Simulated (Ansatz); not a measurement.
Ni (I4/mmm); stretched by 7 % along z at fixed volume; collinear moments without spin–orbit coupling.

```xyz
1
Lattice="-1.3377 1.3377 1.4806 1.3377 -1.3377 1.4806 1.3377 1.3377 -1.4806" Properties=species:S:1:pos:R:3 pbc="T T T"
Ni    0.0000    0.0000    0.0000
```

The geometry is a structure from the Materials Project, strained as stated, held fixed and not relaxed.

Settings: PBE, 16×16×16 k mesh, Fermi–Dirac smearing of 0.05 eV. PAW means Ansatz 0.2.0 on its default frozen-core files. Site moments are integrated in spheres about the atoms. Start moments (μB): Ni 1.5.

The self-consistent cycle went as follows.

| iteration | Harris–Foulkes energy less the last (meV) | density residual (eV) | M (μB) | ∫|m| (μB) |
| --- | --- | --- | --- | --- |
| 1 | 145.168 | 2.6e-02 | 0.8102 | 0.8583 |
| 2 | 89.850 | 3.5e-03 | 0.7657 | 0.8259 |
| 3 | 56.114 | 5.8e-03 | 0.7066 | 0.7779 |
| 4 | 33.152 | 8.4e-04 | 0.6622 | 0.7409 |
| 5 | 19.178 | 7.2e-04 | 0.6343 | 0.7166 |
| 6 | 10.902 | 5.3e-05 | 0.6206 | 0.7031 |
| 7 | 6.188 | 6.5e-06 | 0.6132 | 0.6947 |
| 8 | 3.559 | 9.5e-07 | 0.6080 | 0.6881 |
| 9 | 2.090 | 2.7e-06 | 0.6038 | 0.6826 |
| 10 | 0.032 | 3.5e-05 | 0.5850 | 0.6584 |
| 11 | -0.053 | 2.9e-04 | 0.5821 | 0.6537 |
| 12 | 0.009 | 1.2e-06 | 0.5824 | 0.6539 |
| 13 | 0.000 | 7.0e-08 | 0.5818 | 0.6517 |
| 14 | 0.000 | 2.8e-10 | 0.5820 | 0.6518 |
| 15 | 0.000 | 9.0e-11 | 0.5819 | 0.6517 |

Site moments (μB): Ni 0.61. Cell moment 0.58 μB.

The Ansatz runs typed with the search for lower states off end where their start leads. The magnetic state is the one that this cell and start allow. It needn't be the compound's measured order, which may need a larger cell or be absent.
